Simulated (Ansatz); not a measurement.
The system is Ni.

```
CELL_PARAMETERS angstrom
-1.38372 1.38372 1.38372
1.38372 -1.38372 1.38372
1.38372 1.38372 -1.38372
ATOMIC_POSITIONS crystal
Ni 0.00000 0.00000 0.00000
```

This isn't the form of Ni at room conditions, which is fcc.

Base run:

| Item | Value |
| --- | --- |
| Program | Ansatz 0.2.0 |
| Functional | PBEsol |
| Potentials or basis | all-electron LAPW, scalar-relativistic |
| Cutoff | 339 eV |
| Density cutoff | 1356 eV |
| Basis error allowed | 0.001 eV/atom |
| k mesh | 13 × 13 × 13 |
| Occupations | fermi-dirac, width 0.05 eV |
| Spin | collinear spin, ferromagnetic start |
| Starting moments | [1.0] μB |
| Hubbard terms | Ni d U = 2 eV |

Its results: band gap on the k mesh none (metal or under the smearing width); pressure -2.2 GPa.

After a change of settings the same cell gave: band gap on the k mesh none (metal or under the smearing width); pressure -4.5 GPa. Which change was it?
A. hubbard terms from Ni d U = 2 eV to none
B. hubbard terms from Ni d U = 2 eV to Ni d U = 4 eV
C. spin from collinear spin, ferromagnetic start to no spin polarisation; hubbard terms from Ni d U = 2 eV to none

C.

Caveats: the magnetic state may not be the lowest (some runs); U is the effective U less J, on atomic orbitals that reach past the spheres (some runs); the U is typed as a test and isn't derived for this compound (some runs).

Not every run made on this cell is shown here.
